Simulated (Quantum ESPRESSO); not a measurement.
Write the native input for Quantum ESPRESSO 7.5 that does the following.

| Quantity | Value |
| --- | --- |
| Task | single point |
| Functional | PBEsol |
| Potentials or basis | GBRV 1.5 PBEsol |
| Cutoff | 612 eV |
| Density cutoff | 4898 eV |
| k mesh | 10 × 10 × 5 |
| Occupations | fermi-dirac, width 0.05 eV |
| Spin | no spin polarisation |
| Mixing beta | 0.5 |
| Most SCF iterations | 120 |
| SCF threshold | 4e-10 Ry |

Crystal: Hf.

```
CELL_PARAMETERS angstrom
3.19670 0.00000 0.00000
-1.59835 2.76842 0.00000
0.00000 0.00000 5.05780
ATOMIC_POSITIONS crystal
Hf 0.67080 0.34630 0.75451
Hf 0.32565 0.67287 0.24668
```

The cell isn't the ideal one: atoms moved at random, drawn with an rms of 0.05 Å.

The input as run:

pw.in

```
&CONTROL
  calculation = 'scf'
  prefix = 'pwscf'
  outdir = './tmp'
  pseudo_dir = './pseudo'
  tprnfor = .true.
  tstress = .true.
  disk_io = 'nowf'
/
&SYSTEM
  ibrav = 0
  nat = 2
  ntyp = 1
  ecutwfc = 45
  ecutrho = 360
  nbnd = 19
  occupations = 'smearing'
  smearing = 'fd'
  degauss = 0.00367493
/
&ELECTRONS
  conv_thr = 4d-10
  electron_maxstep = 120
  mixing_beta = 0.5
/
ATOMIC_SPECIES
Hf   178.4900 hf_pbesol_v1.uspp.F.UPF
CELL_PARAMETERS angstrom
   3.1967000000    0.0000000000    0.0000000000
  -1.5983500000    2.7684234083    0.0000000000
   0.0000000000    0.0000000000    5.0578000000
ATOMIC_POSITIONS crystal
Hf     0.6707990000    0.3463000000    0.7545060000
Hf     0.3256540000    0.6728700000    0.2466750000
K_POINTS automatic
10 10 5 0 0 0
```

Potentials or basis: GBRV 1.5 PBEsol.

Run with:

```console
$ OMP_NUM_THREADS=1 mpirun -n 2 pw.x -nk 2 -in pw.in > pw.out
```

It gave:

| Quantity | Value |
| --- | --- |
| Pressure | -3.8 GPa |
| Largest force | 0.147 eV/Å |
| Band gap on the k mesh | none (metal or under the smearing width) |

Wall time 55 s on 2 MPI ranks on Arm Neoverse V2 (shared host), peak memory 0.44 GiB a rank.
